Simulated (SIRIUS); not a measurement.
A run of SIRIUS 7.10.0:

sirius.json

```json
{
  "control": {
    "processing_unit": "cpu",
    "verbosity": 2,
    "num_bands_to_print": 10,
    "print_forces": true,
    "print_stress": true
  },
  "parameters": {
    "electronic_structure_method": "pseudopotential",
    "xc_functionals": ["XC_GGA_X_PBE", "XC_GGA_C_PBE"],
    "gk_cutoff": 7.8,
    "pw_cutoff": 22.1,
    "ngridk": [10, 10, 8],
    "shiftk": [0, 0, 0],
    "smearing": "fermi_dirac",
    "smearing_width": 0.0018374661,
    "num_bands": 10,
    "num_mag_dims": 0,
    "num_dft_iter": 100,
    "energy_tol": 1e-08,
    "density_tol": 1e-06
  },
  "iterative_solver": {
    "type": "davidson",
    "min_tolerance": 1e-09,
    "tolerance_scale": [0.1, 0.25]
  },
  "mixer": {
    "type": "anderson",
    "beta": 0.7,
    "max_history": 8
  },
  "settings": {
    "tol_ne": 1e-10
  },
  "unit_cell": {
    "lattice_vectors": [
      [5.829805094471, 0.0, 0.0],
      [-2.914902547235, 5.048759310971, 0.0],
      [0.0, 0.0, 6.657505137057]
    ],
    "atom_coordinate_units": "lattice",
    "atom_types": ["Mg", "B"],
    "atom_files": {
      "B": "B.json",
      "Mg": "Mg.json"
    },
    "atoms": {
      "Mg": [
        [0.0, 0.0, 0.0]
      ],
      "B": [
        [0.6666666667, 0.3333333333, 0.5],
        [0.3333333333, 0.6666666667, 0.5]
      ]
    }
  }
}
```

Potentials or basis: SSSP 1.3.0 PBE efficiency.

The run is started by

```sh
$ upf_to_json b_pbe_v1.4.uspp.F.UPF
$ upf_to_json Mg.pbe-n-kjpaw_psl.0.3.0.UPF
$ OMP_NUM_THREADS=1 sirius.scf --input=sirius.json --output=out.json --task=0
```

Hardware: 1 thread of Arm Neoverse V1, with other jobs on the host.

How long does it take, and how much memory?

Wall time 26 s on 1 thread of Arm Neoverse V1, on a shared host, peak memory 0.3 GiB. Counts: scf iterations 17, k points 70, plane waves 1523, bands 10.
